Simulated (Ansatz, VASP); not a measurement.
**One calculation of Ba, two programs**

INCAR

```
SYSTEM = Ba
PREC = Accurate
ENCUT = 520
EDIFF = 1E-6
ISMEAR = -1
SIGMA = 0.05
LREAL = .False.
LASPH = .True.
NELM = 60
ALGO = Normal
ISIF = 2
LWAVE = .False.
LCHARG = .False.
GGA = PS
NBANDS = 11
```

File KPOINTS:

```
Automatic mesh
0
Gamma
  10 10 10
  0 0 0
```

Contents of POSCAR:

```
Ba
1.0
   -2.4500000000      2.4500000000      2.5000000000
    2.4500000000     -2.4500000000      2.5000000000
    2.4500000000      2.4500000000     -2.5000000000
Ba
1
Direct
    0.0000000000      0.0000000000      0.0000000000
```

Input for Ansatz:

```yaml
crystal:
  lattice:
    - [-2.45, 2.45, 2.5]
    - [2.45, -2.45, 2.5]
    - [2.45, 2.45, -2.5]
  atoms:
    - { symbol: Ba, position: [0.0, 0.0, 0.0] }
kpoints:
  mp_grid: { grid: [10, 10, 10] }
  band_path:
    path:
      - [0.0, 0.0, 0.0]
      - [0.0, 0.0, 0.5]
      - [0.25, 0.25, 0.25]
      - [0.0, 0.5, 0.0]
      - [0.0, 0.0, 0.0]
      - [0.5, 0.5, -0.5]
      - [0.4901, 0.5099, -0.4901]
      - [-0.4901, 0.4901, 0.4901]
      - [0.0, 0.0, 0.0]
    npoints: 5
scf:
  occupations: { method: fermi_dirac, width: 0.05 }
hamiltonian:
  xc: pbesol
  pseudopotentials: { kind: all_electron, lapw: { basis_error: 0.0005 } }
output:
  forces: true
  stress: true
  eigenvalues: true
```

Change from the starting cell: equal xx and yy strain of -2 %.

Alike in both runs: task single point; functional PBEsol; k mesh 10 × 10 × 10; occupations fermi-dirac, width 0.05 eV; no spin polarisation.

|  | VASP | Ansatz |
| --- | --- | --- |
| version | VASP 6.6.1 | Ansatz 0.2.0 |
| potentials or method | VASP PAW PBE potentials, release 64 (Ba_sv) | all-electron LAPW, scalar-relativistic |
| plane-wave cutoff (eV) | 520 | see its input |

Ansatz gave:

- pressure (GPa): -0.3
- largest component of the traceless stress (GPa): 0.06

Estimate VASP's values.

pressure (GPa): -0.2; largest component of the traceless stress (GPa): 0.06.

Ansatz ran all-electron here, so the differences hold the error of VASP's frozen core and of both bases.

Caveats: the PAW data sets were made with another functional, which shifts forces and pressure a little (VASP). The runs have no spin-orbit coupling, so splittings on Ba are missing.
